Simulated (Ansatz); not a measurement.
## Energy landscape near a SnTe structure

Level of theory: DFT PBE, scalar-relativistic, plane waves, PAW in Ansatz 0.2.0.

Cutoff 420 eV; k points 8×8×8 on the computed 2-atom cell (Γ-centred); Gaussian smearing, width 0.05 eV; no spin polarisation.

Reference cell:

```
Sn Te
1.0
     0.00000    3.61115    3.61115
     3.61115    0.00000    3.61115
     3.61115    3.61115    0.00000
Sn Te
1 1
Cartesian
  0.0000 0.0000 0.0000
  5.4167 5.4167 5.4167
```

Each variant moves atoms of this cell by the vectors given, if any (Å), and then applies a symmetric strain (tensor components, Cartesian axes). The reference cell isn't relaxed at this level. Energies are per atom at zero smearing, counted from the lowest variant. Pressure is positive in compression.

1. strain (xx yy zz yz xz xy, %) -2.75 -2.75 -2.75 0.00 0.00 0.00
2. strain (xx yy zz yz xz xy, %) -3.78 -3.78 -3.78 0.00 0.00 0.00
3. strain (xx yy zz yz xz xy, %) -0.37 -1.83 4.90 1.83 -0.05 -0.73; moves: Sn1 (0.118, -0.079, 0.049); Te2 (-0.118, 0.079, -0.049)
4. strain (xx yy zz yz xz xy, %) -0.38 -0.38 -0.38 0.00 0.00 0.00
5. strain (xx yy zz yz xz xy, %) 3.98 3.45 0.72 -0.11 1.18 -0.21; moves: Sn1 (0.021, 0.049, 0.028); Te2 (-0.021, -0.049, -0.028)

Task: Order the variants by energy, lowest first.

Result: 4 (0.0 meV/atom), 1 (23.7 meV/atom), 5 (31.4 meV/atom), 2 (47.3 meV/atom), 3 (70.8 meV/atom).

Task: Order them by pressure, highest first.

Result: 2 (3.36 GPa), 1 (2.23 GPa), 4 (0.22 GPa), 3 (0.04 GPa), 5 (-1.61 GPa).

This zinc-blende form isn't the usual stable structure of the compound.